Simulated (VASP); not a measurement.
Write the native input for VASP 6.6.1 that does the following.

| Item | Value |
| --- | --- |
| Task | single point |
| Functional | PBE |
| Potentials or basis | VASP PAW PBE potentials, release 64 (B) |
| Cutoff | 520 eV |
| k mesh | 7 × 7 × 7 |
| Occupations | fermi-dirac, width 0.05 eV |
| Spin | no spin polarisation |
| Dipole correction | no |
| Further INCAR settings | LREAL = Auto; ALGO = Fast; EDIFF = 1e-07; NBANDS = 36 |

The structure of B lies in POSCAR:

```
B
1.0
    2.7970008425      1.6148491893      4.0252000000
   -2.7970008425      1.6148491893      4.0252000000
    0.0000000000     -3.2296983787      4.0252000000
B
15
Direct
    0.5000000000      0.5000000000      0.5000000000
    0.8069714560      0.3021949276      0.8069714560
    0.8069714560      0.8069714560      0.3021949276
    0.3021949276      0.8069714560      0.8069714560
    0.1930285440      0.6978050724      0.1930285440
    0.6978050724      0.1930285440      0.1930285440
    0.1930285440      0.1930285440      0.6978050724
    0.0044595398      0.3327205114      0.0044595398
    0.0044595398      0.0044595398      0.3327205114
    0.3327205114      0.0044595398      0.0044595398
    0.9955404602      0.6672794886      0.9955404602
    0.6672794886      0.9955404602      0.9955404602
    0.9955404602      0.9955404602      0.6672794886
    0.6333190199      0.6333190199      0.6333190199
    0.3666809801      0.3666809801      0.3666809801
```

The cell isn't the ideal one: ions relaxed at fixed cell.

One way to write it, as run:

INCAR

```
PREC = Accurate
ENCUT = 520
EDIFF = 1E-7
ISMEAR = -1
SIGMA = 0.05
LREAL = Auto
LASPH = True
NELM = 100
ALGO = Fast
ISIF = 2
LWAVE = False
LCHARG = False
GGA = PE
NBANDS = 36
```

KPOINTS

```
Automatic mesh
0
Gamma
  7 7 7
```

Potentials or basis: VASP PAW PBE potentials, release 64 (B).

Command:

```sh
$ cat potpaw_PBE.64/B/POTCAR > POTCAR
$ mpirun -np 1 vasp_std > vasp.out
```

Results of the run:

```
Pressure               : 17.0 GPa
Largest force          : 0.012 eV/Å
Band gap on the k mesh : none (metal or under the smearing width)
```

Caveat: so large a pressure means that the cell lies far from this level's equilibrium, or that cutoff or potentials fall short.

Wall time 4.9 min on 1 thread of Intel(R) Xeon(R) Platinum 8488C (Sapphire Rapids), on a shared host, peak memory 0.28 GiB.
